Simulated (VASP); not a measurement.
Write the native input for VASP 6.6.1 that does the following.

- Task: relaxation of cell and atoms
- Functional: r2SCAN
- Potentials or basis: VASP PAW PBE potentials, release 64 (Al, N)
- Cutoff: 600 eV
- k mesh: 9 × 9 × 6
- Occupations: gaussian, width 0.02 eV
- Spin: no spin polarisation
- Dipole correction: no
- Further INCAR settings: ALGO = Normal; EDIFF = 1e-06; IBRION = 2; EDIFFG = -0.002; NSW = 100; ISIF = 3

Crystal: AlN.

```
Al N
1.0
     3.31212    0.00000    0.00000
    -1.65606    2.86838    0.00000
     0.00000    0.00000    4.18756
Al N
2 2
Cartesian
  0.0000 1.9123 3.1407
  1.6561 0.9561 1.0469
  0.0000 1.9123 1.0469
  1.6561 0.9561 3.1407
```

Measurements of this composition are mostly on another form, of space group No. 186.

The input as run:

POSCAR

```
AlN
1.0
    3.3121157400      0.0000000000      0.0000000000
   -1.6560578700      2.8683763700      0.0000000000
    0.0000000000      0.0000000000      4.1875630000
Al N
2 2
Direct
    0.3333333300      0.6666666700      0.7500000000
    0.6666666700      0.3333333300      0.2500000000
    0.3333333300      0.6666666700      0.2500000000
    0.6666666700      0.3333333300      0.7500000000
```

INCAR.step1

```
SYSTEM = AlN
PREC = Accurate
ENCUT = 600
ISMEAR = 0
SIGMA = 0.02
LREAL = .FALSE.
LASPH = .TRUE.
NELM = 100
GGA = PE
ALGO = Normal
EDIFF = 1E-4
LWAVE = .TRUE.
LCHARG = .FALSE.
```

INCAR.step2

```
SYSTEM = AlN
PREC = Accurate
ENCUT = 600
EDIFF = 1E-6
ISMEAR = 0
SIGMA = 0.02
LREAL = .FALSE.
LASPH = .TRUE.
NELM = 100
ALGO = Normal
ISIF = 3
LWAVE = .FALSE.
LCHARG = .FALSE.
METAGGA = R2SCAN
LMIXTAU = .TRUE.
IBRION = 2
NSW = 100
EDIFFG = -0.002
ISTART = 1
```

KPOINTS

```
regular mesh
0
G
  9 9 6
  0 0 0
```

Potentials or basis: VASP PAW PBE potentials, release 64 (Al, N).

Command:

```console
$ cat potpaw_PBE.64/Al/POTCAR potpaw_PBE.64/N/POTCAR > POTCAR
$ cp INCAR.step1 INCAR
$ mpirun -np 1 vasp_std > vasp.out
$ cp INCAR.step2 INCAR
$ mpirun -np 1 vasp_std > vasp.out
```

Results of the run:

The relaxed volume is 9.69 Å³/atom. The relaxed cell is a = 3.292 Å, b = 3.292 Å, c = 4.130 Å, α = 90.00°, β = 90.00°, γ = 120.00° and the space group after relaxing (to 0.05 Å) is P6_3/mmc (No. 194). The energy gained by relaxing is 4.6 meV/atom. The ionic steps are 12, the pressure after relaxing is 0.0 GPa and the band gap on the k mesh is 4.08 eV, direct.

Caveat: the PAW data sets were made with another functional, which shifts forces and pressure a little.

Wall time 8.2 min on 1 thread of AMD EPYC 9R45 (Zen 5), with other jobs on the host, peak memory 0.15 GiB.
